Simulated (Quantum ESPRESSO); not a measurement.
# Ga under changes of volume

One of the cells (18.543 Å³/atom); the others are scaled copies at fixed shape and fractional positions:

```
Ga
1.0
     1.38300   -4.02650    0.00000
     1.38300    4.02650    0.00000
    -0.11745    0.00000    3.32993
Ga
2
Cartesian
  1.2949 2.9716 2.4974
  1.3536 -2.9716 0.8325
```

This isn't the form of Ga at room conditions, which is orthorhombic.

```yaml
Program: Quantum ESPRESSO 7.5
Functional: LDA
Potentials_or_basis: GBRV 1.5 LDA
Cutoff: 762 eV
Density_cutoff: 6095 eV
k_mesh: 8 × 8 × 7
Occupations: fermi-dirac, width 0.05 eV
Spin: no spin polarisation
```

```csv
volume (Å³/atom),energy over the lowest point (meV/atom),pressure (GPa),largest force (eV/Å)
17.431,0.00,-0.2,0.186
17.801,1.63,-1.4,0.176
18.172,5.91,-2.5,0.166
18.543,12.54,-3.5,0.156
18.914,?,?,?
19.285,31.68,-5.0,0.139
19.656,43.81,-5.7,0.131
```

Problem. What does the run at 18.914 Å³/atom give?

Solution. Energy over the lowest point 21.21 meV/atom; pressure -4.3 GPa; largest force 0.147 eV/Å.

Worked out: A Birch-Murnaghan fit of order 3 (a polynomial in V^(-2/3)) to the other rows has its minimum at 17.40 Å³/atom, just outside them, with B0 = V·E''(V) = 61 GPa and B' = 4.7 at fixed shape and positions, which overstates the stiffness. It gives 21.20 meV/atom at 18.914 Å³/atom, against the run's 21.21, and -dE/dV = -4.2 GPa, against -4.3.

Energies are extrapolated to zero smearing.
